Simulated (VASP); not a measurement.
# HfS2 in VASP: relaxation of cell and atoms with LDA

Aim: the relaxation of cell and atoms of HfS2 with LDA.

All numbers are computed with VASP 6.6.1; they aren't measurements. Logs are shortened: lines on timing, memory, paths and dates and some standing lists are left out, and cuts for length are marked.

## (1) The sheet as given

The cell holds a sheet with vacuum, 3 atoms: a = 3.630 Å, b = 3.630 Å, c = 18.880 Å, α = 90.00°, β = 90.00°, γ = 120.00°.

The cell was built by a generator and needn't be a form met in nature.

## (2) Relaxation of cell and atoms, LDA

The input, INCAR:

```
SYSTEM = HfS2
ALGO = Normal
EDIFF = 1E-7
EDIFFG = -0.005
ENCUT = 600
IBRION = 2
ISIF = 3
ISMEAR = 0
KPAR = 2
LASPH = .TRUE.
LATTICE_CONSTRAINTS = .TRUE. .TRUE. .FALSE.
LCHARG = .FALSE.
LREAL = .FALSE.
LWAVE = .FALSE.
NELM = 120
NSW = 60
PREC = Accurate
SIGMA = 0.03
```

The input, KPOINTS:

```
k-points
0
G
  12 12 1
  0 0 0
```

The input, POSCAR:

```
HfS2
1.0
    3.6300000000      0.0000000000      0.0000000000
   -1.8150000000      3.1436722200      0.0000000000
    0.0000000000      0.0000000000     18.8800000000
S Hf
2 1
Direct
    0.3333330000      0.6666670000      0.4237288100
    0.6666670000      0.3333330000      0.5762711900
    0.0000000000      0.0000000000      0.5000000000
```

Potentials or basis: VASP PAW LDA potentials, release 64 (S, Hf_pv).

Started as:

```console
> cat potpaw_LDA.64/S/POTCAR potpaw_LDA.64/Hf_pv/POTCAR > POTCAR
> mpirun -np 2 vasp_std > vasp.out
```

OUTCAR:

```text
SYSTEM = HfS2
   EDIFF = 1E-7
   EDIFFG = -0.005
   ENCUT = 600
   IBRION = 2
   ISIF = 3
   ISMEAR = 0
   LASPH = .TRUE.
   LREAL = .FALSE.
   NELM = 120
   NSW = 60
   PREC = Accurate

 ion  position               nearest neighbor table
   1  0.333  0.667  0.424-   3 2.54   3 2.54   3 2.54
   2  0.667  0.333  0.576-   3 2.54   3 2.54   3 2.54
   3  0.000  0.000  0.500-   1 2.54   2 2.54   2 2.54   1 2.54   2 2.54   1 2.54

  LATTYP: Found a hexagonal cell.
 ALAT       =     3.6300000000
 C/A-ratio  =     5.2011019284

  Lattice vectors:

 A1 = (   3.6300000000,   0.0000000000,   0.0000000000)
 A2 = (  -1.8150000000,   3.1436722200,   0.0000000000)
 A3 = (   0.0000000000,   0.0000000000,  18.8800000000)

Analysis of symmetry for initial positions (statically):
=====================================================================
 Subroutine PRICEL returns:
 Original cell was already a primitive cell.

 Routine SETGRP: Setting up the symmetry group for a
 hexagonal supercell.

 Subroutine GETGRP returns: Found 12 space group operations
 (whereof 12 operations were pure point group operations)
 out of a pool of 24 trial point group operations.

The static configuration has the point symmetry D_3d.

Analysis of symmetry for dynamics (positions and initial velocities):
=====================================================================
 Subroutine PRICEL returns:
 Original cell was already a primitive cell.

 Routine SETGRP: Setting up the symmetry group for a
 hexagonal supercell.

 Subroutine GETGRP returns: Found 12 space group operations
 (whereof 12 operations were pure point group operations)
 out of a pool of 24 trial point group operations.

The dynamic configuration has the point symmetry D_3d.

 Subroutine INISYM returns: Found 12 space group operations
 (whereof 12 operations are pure point group operations),
 and found     1 'primitive' translations

----------------------------------------------------------------------------------------

                                     Primitive cell

  volume of cell :     215.4497

  direct lattice vectors                    reciprocal lattice vectors
     3.630000000  0.000000000  0.000000000     0.275482094  0.159049661  0.000000000
    -1.815000000  3.143672220  0.000000000     0.000000000  0.318099321  0.000000000
     0.000000000  0.000000000 18.880000000     0.000000000  0.000000000  0.052966102

  length of vectors
[... 75 lines left out ...]
   LASPH  =      T    aspherical Exc in radial PAW
   ENCUT  =  600.0 eV  44.10 Ry    6.64 a.u.   7.25  7.25 37.71*2*pi/ulx,y,z
   NELM   =    120;   NELMIN=  2; NELMDL= -5     # of ELM steps
   EDIFF  = 0.1E-06   stopping-criterion for ELM
   LREAL  =      F    real-space projection
   EDIFFG = -.5E-02   stopping-criterion for IOM
   NSW    =     60    number of steps for IOM
   IBRION =      2    ionic relax: 0-MD 1-quasi-New 2-CG
   NFREE  =      1    steps in history (QN), initial steepest desc. (CG)
   ISIF   =      3    stress and relaxation
   ISYM   =      2    0-nonsym 1-usesym 2-fastsym
   POTIM  = 0.5000    time-step for ionic-motion
   TEBEG  =    0.0;   TEEND  =   0.0 temperature during run
   PSTRESS=    0.0 pullay stress
   NELECT =      22.0000    total number of electrons
   NUPDOWN=      -1.0000    fix difference up-down
   EMIN   =  10.00;   EMAX   =-10.00  energy-range for DOS
   EFERMI =   0.00;   METHOD = LEGACY
   ISMEAR =     0;   SIGMA  =   0.03  broadening in eV -4-tet -1-fermi 0-gaus
   EFERMI_NEDOS =   21; number of points for ismear=-14 and -15
   IALGO  =     38    algorithm
   IMIX   =      4    mixing-type and parameters
     AMIX     =   0.40;   BMIX     =  1.00
     AMIX_MAG =   1.60;   BMIX_MAG =  1.00
  volume/ion in A,a.u.               =      71.82       484.64
  Fermi-wavevector in a.u.,A,eV,Ry     =   0.765186  1.445992  7.966345  0.585510
  Thomas-Fermi vector in A             =   1.865252
   LORBIT       =      0    0 simple, 1 ext, 2 COOP (PROOUT), +10 PAW based schemes
   GGA     = CA    functional components
   LHFCALC =     F    Hartree Fock is set to
   AEXX    =    0.0000 exact exchange contribution
   IVDW    =     0    specifies the selected vdW correction
   LEPSILON=     F    determine dielectric tensor
   LRPA    =     F    only Hartree local field effects (RPA)
 conjugate gradient relaxation of ions
 non-spin polarized calculation
 Gauss-broadening in eV      SIGMA  =   0.03
  energy-cutoff  :      600.00
  volume of cell :      215.45
 maximum number of plane-waves:      7245
 NGX is ok and might be reduce to    30
   NGX = 15   NGY = 15   NGZ = 75

--------------------------------------- Ionic step        1  -------------------------------------------

 number of electron      22.0000000 magnetization

 Free energy of the ion-electron system (eV)
  ---------------------------------------------------
  ext. energy  EPLUGINS =         0.00000000
  ---------------------------------------------------
  free energy    TOTEN  =       -24.70281177 eV

  energy without entropy =      -24.70281177  energy(sigma->0) =      -24.70281177

------------------------ aborting loop because EDIFF is reached ----------------------------------------

  FORCE on cell =-STRESS in cart. coord.  units (eV):
  Direction    XX          YY          ZZ          XY          YZ          ZX
  --------------------------------------------------------------------------------------
  -------------------------------------------------------------------------------------
  Total       -2.0018342     -2.0018342     -1.2311285     -0.0000000      0.0000000      0.0000000
  in kB      -14.8865072    -14.8865072     -9.1552056     -0.0000000      0.0000000      0.0000000
  external PRESSURE =     -12.9760733 kB  Pullay stress =       0.0000000 kB
[... 246 lines left out ...]
--------------------------------------- Ionic step        8  -------------------------------------------

 number of electron      22.0000001 magnetization

 Free energy of the ion-electron system (eV)
  ---------------------------------------------------
  ext. energy  EPLUGINS =         0.00000000
  ---------------------------------------------------
  free energy    TOTEN  =       -24.74259467 eV

  energy without entropy =      -24.74259467  energy(sigma->0) =      -24.74259467

 E-fermi :  -3.1605     XC(G=0):  -3.6253

 val. band max:       -3.3427093771   @ k =   0.0000   0.0000   0.0000
 cond. band min:      -2.3371857201   @ k =   0.5000   0.0000   0.0000
 fundamental gap:      1.0055236570
 Fermi energy:        -3.1604833076

 k-point     1 :       0.0000    0.0000    0.0000
  band No.  band energies     occupation
      1     -33.7689      2.00000
      2     -33.6399      2.00000
      3     -33.6399      2.00000
      4     -16.4182      2.00000
      5     -14.8793      2.00000
      6      -7.7267      2.00000
      7      -6.1347      2.00000
      8      -6.1347      2.00000
      9      -4.4262      2.00000
     10      -3.3427      2.00000
     11      -3.3427      2.00000
     12      -1.4595      0.00000
     13      -1.4595      0.00000
     14      -0.7055      0.00000
[... 353 lines left out ...]
  FREE ENERGIE OF THE ION-ELECTRON SYSTEM (eV)
  ---------------------------------------------------
  free  energy   TOTEN  =       -24.7425946708 eV

  energy  without entropy=      -24.7425946708  energy(sigma->0) =      -24.74259467

 reached required accuracy - stopping structural energy minimisation
```

OSZICAR:

```text
N       E                     dE             d eps       ncg     rms          rms(c)
DAV:   1     0.112745960730E+03    0.11275E+03   -0.10416E+04   714   0.123E+03
DAV:   2    -0.129104511714E+02   -0.12566E+03   -0.12222E+03   749   0.205E+02
DAV:   3    -0.263374337981E+02   -0.13427E+02   -0.13387E+02   787   0.655E+01
[... 97 lines left out ...]
DAV:   1    -0.247426362721E+02   -0.58444E-04   -0.15256E-03   598   0.288E-01    0.126E-01
DAV:   2    -0.247426047774E+02    0.31495E-04   -0.11096E-04   738   0.720E-02    0.339E-02
DAV:   3    -0.247425959313E+02    0.88461E-05   -0.15509E-05   696   0.272E-02    0.155E-02
DAV:   4    -0.247425947168E+02    0.12145E-05   -0.30047E-06   766   0.129E-02    0.153E-02
DAV:   5    -0.247425946708E+02    0.46048E-07   -0.11649E-07   551   0.256E-03
   8 F= -.24742595E+02 E0= -.24742595E+02  d E =-.828302E-05
```

CONTCAR:

```text
HfS2
   1.00000000000000
     3.5624709464071853   -0.0000000000000000    0.0000000000000000
    -1.7812354732035927    3.0851903438574433    0.0000000000000000
     0.0000000000000000    0.0000000000000000   18.8799999999999990
  S               Hf
     2     1
Direct
     0.3333330000000032    0.6666669999999968    0.4239366847396035
     0.6666669999999968    0.3333330000000032    0.5760633152603966
     0.0000000000000000    0.0000000000000000    0.5000000000000000

  0.00000000E+00  0.00000000E+00  0.00000000E+00
  0.00000000E+00  0.00000000E+00  0.00000000E+00
  0.00000000E+00  0.00000000E+00  0.00000000E+00
```

Wall time 5 min (2 MPI ranks of Intel Xeon Platinum 8488C (Sapphire Rapids), shared host); peak memory 0.34 GiB.

What came out:

* Free energy: -24.7426 eV
* Relaxed volume: 69.17 Å³/atom
* Relaxed cell: a = 3.562 Å, b = 3.562 Å, c = 18.880 Å, α = 90.00°, β = 90.00°, γ = 120.00°
* Space group after relaxing (to 0.05 Å): P-3m1 (No. 164)
* Energy gained by relaxing: 13.3 meV/atom
* Ionic steps: 8
* Band gap on the k mesh: 1.01 eV, indirect (least direct gap 1.88 eV)

The path:
| step | energy change (eV) | largest force (eV/Å) | pressure (GPa) | volume (Å³) |
| --- | --- | --- | --- | --- |
| 1 | 0.0000 | 0.4254 | -1.30 | 215.45 |
| 2 | -0.0046 | 0.5412 | 1.42 | 201.80 |
| 3 | -0.0394 | 0.0490 | 0.01 | 208.26 |
| 4 | -0.0394 | 0.0592 | 0.04 | 208.11 |
| 5 | -0.0396 | 0.0421 | 0.03 | 207.88 |
| 6 | -0.0398 | 0.0078 | 0.02 | 207.41 |
| 7 | -0.0398 | 0.0096 | -0.03 | 207.65 |
| 8 | -0.0398 | 0.0007 | 0.00 | 207.51 |

Final structure:
```
CELL_PARAMETERS angstrom
3.56247 0.00000 0.00000
-1.78124 3.08519 0.00000
0.00000 0.00000 18.88000
ATOMIC_POSITIONS crystal
S 0.33333 0.66667 0.42394
S 0.66667 0.33333 0.57606
Hf 0.00000 0.00000 0.50000
```

Caveat: spin-orbit coupling is left out, which moves the levels of the heavy elements. As with any semilocal functional, this LDA gap is likely too small.
